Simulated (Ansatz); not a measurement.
# BaTiO₃, a database entry at a rescaled volume

```
Ba Ti O
1.0
     4.02272    4.01130    0.00000
     3.99990   -4.01130    0.00000
     0.01141    0.01138    4.01128
Ba Ti O
2 2 6
Direct
  0.00000 0.00000 0.00000
  0.50000 0.50000 0.00000
  0.48450 0.00000 0.48450
  0.98450 0.50000 0.48450
  0.00860 0.50000 0.01750
  0.50860 0.00000 0.01750
  0.26305 0.75445 0.50860
  0.76305 0.25445 0.50860
  0.26305 0.24555 0.50860
  0.76305 0.74555 0.50860
```

Single point in Ansatz 0.2.0 with r2SCAN, no spin polarisation. Cutoff 500 eV, PAW datasets, 5×5×6 Γ-centred k mesh, fermi-dirac filling (width 0.1 eV).

Electronic structure: The gap on the k mesh is 2.78 eV; the mesh may miss the band edges, so the true gap of this level can be smaller.
Stress: The pressure is 0.9 GPa (compression positive), so with the atoms held at these fractions the cell would first expand.
Forces: The largest is on Ba1 (and as large on other atoms): 0.13 eV/Å, components (-0.08, -0.08, -0.08). It makes 37° with the line to a nearest neighbour, O6 at 2.79 Å, pointing towards it.
Contacts: Ti–O at 1.88 Å: least valence density 0.87 e/Å³ and ELF 0.23 there. Ba–O at 2.79 Å: least valence density 0.18 e/Å³ and ELF 0.08 there, a closed-shell (ionic or weak) contact. Both are smooth PAW fields, read partly inside the augmentation spheres.

Origin: a database entry at a rescaled volume. Caveats: an odd or shifted mesh can miss the band edges, so this level's true gap may be smaller.
